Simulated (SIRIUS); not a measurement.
ZrC under changes of volume

One of the cells (16.824 Å³/atom); the others are scaled copies at fixed shape and fractional positions:

```
Zr C
1.0
     0.00000    2.56238    2.56238
     2.56238    0.00000    2.56238
     2.56238    2.56238    0.00000
Zr C
1 1
Direct
  0.50000 0.50000 0.50000
  0.75000 0.75000 0.75000
```

The cell was built by a generator and needn't be a form met in nature.

| Item | Value |
| --- | --- |
| Program | SIRIUS 7.12.0 |
| Functional | PBE |
| Potentials or basis | all-electron FP-LAPW |
| Cutoff | 266 eV |
| Basis | apw+lo standard |
| k mesh | 9 × 9 × 9 |
| Occupations | fermi-dirac, width 0.05 eV |
| Spin | no spin polarisation |

| volume (Å³/atom) | energy over the lowest point (meV/atom) | gap on the mesh (eV) |
| --- | --- | --- |
| 15.504 | 27.02 | 0.53 |
| 15.834 | 10.02 | 0.54 |
| 16.164 | ? | ? |
| 16.824 | 0.00 | 0.56 |
| 17.154 | 8.34 | 0.57 |
| 17.484 | 21.72 | 0.58 |

What does the run at 16.164 Å³/atom give?

Energy over the lowest point 0.23 meV/atom; gap on the mesh 0.54 eV.

Worked out: A Birch-Murnaghan fit of order 3 (a polynomial in V^(-2/3)) to the other rows has its minimum at 16.50 Å³/atom with B0 = V·E''(V) = 146 GPa and B' = 3.6. It gives 0.27 meV/atom at 16.164 Å³/atom, against the run's 0.23. A straight line through the other rows of the gap, of slope 0.398 eV per unit of ln V, gives 0.55 eV, against the run's 0.54.

Energies are extrapolated to zero smearing.

Caveats: an odd mesh through Γ misses points on the zone boundary, where band edges often lie. Spin-orbit coupling on Zr is left out.
